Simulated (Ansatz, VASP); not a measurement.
## Two plane-wave programs on PbSe

```
CELL_PARAMETERS angstrom
0.00000 3.44088 3.44088
3.44088 0.00000 3.44088
3.44088 3.44088 0.00000
ATOMIC_POSITIONS crystal
Pb 0.75000 0.75000 0.75000
Se 0.00000 0.00000 0.00000
```

Change from the starting cell: species swapped into the CuS type (F-43m, No. 216).

Alike in both runs: task relaxation of cell and atoms; functional PBE; k mesh 8 × 8 × 8; occupations gaussian, width 0.02 eV; no spin polarisation.

```csv
,VASP,Ansatz
version,VASP 6.6.1,Ansatz 0.2.0
potentials or method,"VASP PAW PBE potentials, release 64 (Pb_d, Se)","scalar-relativistic, plane waves, PAW"
plane-wave cutoff (eV),600,420
valence electrons in the cell,20,30
```

```csv
,VASP,Ansatz,Ansatz less VASP
"gap on the k mesh at the Fermi level, each at its own relaxed structure (eV)",0.68,0.67,-0.001
relaxed volume (Å³/atom),41.12,41.12,-0.006
relaxed cell length with the largest relative difference (Å),4.881,4.881,-0.0002
```

The two sets of potentials don't hold the same shells in valence.

Caveats: spin-orbit coupling is left out, which as a rule narrows the gap of such compounds by several tenths of an eV. A k mesh can miss the band edges.
